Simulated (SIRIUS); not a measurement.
# Sb in SIRIUS: convergence with k mesh

Sb:

```xyz
2
Lattice="2.1542 1.2437 3.7580 -2.1542 1.2437 3.7580 0.0000 -2.4875 3.7580" Properties=species:S:1:pos:R:3 pbc="T T T"
Sb    0.0000    0.0000    8.6416
Sb    0.0000    0.0000    2.6324
```

* Program: SIRIUS 7.12.0
* Task: convergence study
* Functional: LDA
* Potentials or basis: all-electron FP-LAPW
* Cutoff: 149 eV
* Basis: apw+lo standard
* k mesh: 1 × 1 × 1
* Occupations: fermi-dirac, width 0.05 eV
* Spin: no spin polarisation

These are the settings of the first run; the series varies k mesh, with any setting tied to it.

Hardware: 1 thread of Arm Neoverse N1 (shared host).

```tsv
k mesh	energy less the tightest run, at zero smearing (meV/atom)	largest force (eV/Å)	gap on the mesh (eV)	SCF cycles	CPU time (s)	peak memory (GiB)
1 × 1 × 1	4412.84	2.623	3.694	6	32	0.39
2 × 2 × 2	987.26	2.291	0.146	9	44	0.4
4 × 4 × 4	-22.13	0.229	0.081	8	56	0.43
5 × 5 × 5	-19.53	0.104	0.386	8	64	0.45
6 × 6 × 6	-7.65	0.074	0.000	8	82	0.48
8 × 8 × 8	-1.70	0.013	0.000	7	120	0.58
10 × 10 × 10	0.00	0.043	0.000	7	190	0.73
```

Against the tightest run, the gap on the mesh stays within 0.01 eV from 6 × 6 × 6 on. Not settled before the last step: the energy (to 1 meV/atom), the largest force (to 0.005 eV/Å). Meshes of other sizes hit other points, so gaps and Fermi surfaces needn't settle smoothly. The tightest run that finished is the yardstick and may itself not be fully converged.

Spin-orbit coupling is left out, which matters for the levels of Sb.
